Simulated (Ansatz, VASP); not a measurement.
C in VASP and in Ansatz

```
C
1.0
     2.52210    0.00000    0.00000
    -1.26105    2.18420    0.00000
     0.00000    0.00000   12.35570
C
12
Direct
  0.66667 0.33333 0.35417
  0.33333 0.66667 0.85417
  0.66667 0.33333 0.14583
  0.33333 0.66667 0.64583
  0.66667 0.33333 0.47917
  0.33333 0.66667 0.97917
  0.66667 0.33333 0.02083
  0.33333 0.66667 0.52083
  0.00000 0.00000 0.81250
  0.00000 0.00000 0.31250
  0.00000 0.00000 0.68750
  0.00000 0.00000 0.18750
```

This is a hexagonal form of diamond, not graphite.

Alike in both runs: task band structure; functional r2SCAN; k mesh 12 × 12 × 3; occupations fermi-dirac, width 0.05 eV; no spin polarisation.

```csv
,VASP,Ansatz
version,VASP 6.6.1,Ansatz 0.2.0
potentials or method,"VASP PAW PBE potentials, release 64 (C)",Ansatz PAW
plane-wave cutoff (eV),520,500
valence electrons in the cell,48,48
```

Ansatz gave:

* gap on the k mesh at the Fermi level (eV): 4.60
* least direct gap on the mesh (eV): 5.57
* gap along the band path (eV): 4.58
* pressure (GPa): -2.1
* largest component of the traceless stress (GPa): 5.80
* rms of the force components (eV/Å): 0.161

Q: Estimate VASP's values.

A: gap on the k mesh at the Fermi level (eV): 4.57; least direct gap on the mesh (eV): 5.53; gap along the band path (eV): 4.55; pressure (GPa): -1.0; largest component of the traceless stress (GPa): 5.82; rms of the force components (eV/Å): 0.161.

Atom by atom the forces differ by 0.001 eV/Å (rms over components).

Caveats: the PAW data sets were made with another functional, which shifts forces and pressure a little (VASP); the PAW data sets come from PBE, with cores solved anew for the run's functional, which leaves a small shift of forces and pressure (Ansatz). r2SCAN opens gaps a little over a GGA but as a rule still falls short of measured ones.
